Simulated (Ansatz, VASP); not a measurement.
AlN in VASP and in Ansatz

```
CELL_PARAMETERS angstrom
0.00000 2.12323 2.12323
2.12323 0.00000 2.12323
2.12323 2.12323 0.00000
ATOMIC_POSITIONS crystal
Al 0.00000 0.00000 0.00000
N 0.75000 0.75000 0.75000
```

Alike in both runs: functional LDA; k mesh 10 × 10 × 10; no spin polarisation.

Ansatz relaxed the structure, and its values are those at the end. VASP's run is a single point on that final structure, the one shown.

|  | VASP | Ansatz |
| --- | --- | --- |
| version | VASP 6.6.1 | Ansatz 0.2.0 |
| potentials or method | VASP PAW LDA potentials, release 64 (Al, N) | scalar-relativistic, plane waves, PAW |
| plane-wave cutoff (eV) | 520 | 420 |
| occupations | gaussian, width 0.01 eV | fixed |
| valence electrons in the cell | 8 | 8 |

Ansatz gave:

| Item | Value |
| --- | --- |
| gap on the k mesh at the Fermi level (eV) | 3.28 |
| least direct gap on the mesh (eV) | 5.00 |
| pressure (GPa) | 16.0 |

Question: Estimate VASP's values.

Answer: gap on the k mesh at the Fermi level (eV): 3.26; least direct gap on the mesh (eV): 5.01; pressure (GPa): 16.9.

Caveats: so large a pressure means that the cell lies far from this level's equilibrium, or that cutoff or potentials fall short (VASP). A k mesh can miss the band edges.
